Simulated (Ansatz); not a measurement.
Relaxing MoS2 in the CdI2 type

First guess:

```
CELL_PARAMETERS angstrom
3.36449 0.00000 0.00000
-1.68224 2.91373 0.00000
0.00000 0.00000 5.38318
ATOMIC_POSITIONS crystal
Mo 0.00000 0.00000 0.00000
S 0.33333 0.66667 0.25000
S 0.66667 0.33333 0.75000
```

Method: Ansatz 0.2.0, DFT, PBE, PAW with Ansatz's default frozen-core files, scalar-relativistic.

Cell and atoms relax within the symmetry of the start on a 11×11×6 k mesh with 0.03 eV Fermi–Dirac smearing.

The start is built from a prototype, known or not as a phase of this compound; the cutoff is 420 eV.

Question: What is the pressure of the first guess?

Answer: 10.26 GPa.

Question: What does it relax to?

Answer: a = 3.192 Å, b = 3.192 Å, c = 6.884 Å, α = 90.00°, β = 90.00°, γ = 120.00° (conventional cell), 20.25 Å³ per atom:
```xyz
3
Lattice="3.1920 0.0000 0.0000 -1.5960 2.7644 0.0000 0.0000 0.0000 6.8837" Properties=species:S:1:pos:R:3 pbc="T T T"
Mo    0.0000    0.0000    0.0000
S     0.0000    1.8429    1.5849
S     1.5960    0.9215    5.2987
```

Question: How much energy does the relaxation release?

Answer: 162 meV/atom.
